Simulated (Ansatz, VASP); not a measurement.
Al: VASP beside Ansatz

INCAR

```
PREC = Accurate ; ENCUT = 600
EDIFF = 1E-6 ; ISMEAR = 0
SIGMA = 0.1 ; LREAL = F
LASPH = T ; NELM = 100
ALGO = Normal ; ISIF = 3
LWAVE = F ; LCHARG = F
GGA = PE ; IBRION = 2
NSW = 100 ; EDIFFG = -0.005
```

Contents of KPOINTS:

```
regular mesh
0
Gamma
  18 18 18
```

File POSCAR:

```
Al
1.0
    0.0000000000      2.0553734232      2.0553734232
    2.0553734232      0.0000000000      2.0553734232
    2.0553734232      2.0553734232      0.0000000000
Al
1
Direct
    0.0000000000      0.0000000000      0.0000000000
```

Input for Ansatz:

```yaml
crystal:
  lattice:
    - [0.0, 2.0553734234, 2.0553734234]
    - [2.0553734234, 0.0, 2.0553734234]
    - [2.0553734234, 2.0553734234, 0.0]
  atoms:
    - { symbol: Al, position: [0.0, 0.0, 0.0] }
basis:
  ecutwfc: 420
kpoints:
  mp_grid: { grid: [18, 18, 18] }
hamiltonian:
  xc: pbe
scf:
  occupations: { method: gaussian, width: 0.1 }
output:
  forces: true
  stress: true
  eigenvalues: true
  write_density: true
  write_potential: true
  elf: true
  volumetric_format: npy
relax:
  adjacent_minimum: "off"
  f_tol: 0.005
  max_steps: 80
  cell: { stress_tol: 0.05 }
```

Alike in both runs: task relaxation of cell and atoms; functional PBE; k mesh 18 × 18 × 18; occupations gaussian, width 0.1 eV; no spin polarisation.

|  | VASP | Ansatz |
| --- | --- | --- |
| version | VASP 6.6.1 | Ansatz 0.2.0 |
| potentials or method | VASP PAW PBE potentials, release 64 (Al) | scalar-relativistic, plane waves, PAW |
| plane-wave cutoff (eV) | 600 | 420 |
| valence electrons in the cell | 3 | 3 |

```csv
,VASP,Ansatz,Ansatz less VASP
"gap on the k mesh at the Fermi level, each at its own relaxed structure (eV)",none,none,-
relaxed volume (Å³/atom),16.49,16.51,+0.014
relaxed cell length with the largest relative difference (Å),2.857,2.858,+0.0008
energy change over the relaxation (meV/atom),-10,-10,+0.2
```

A gap of «none» marks a metal or a gap that the smearing closes.
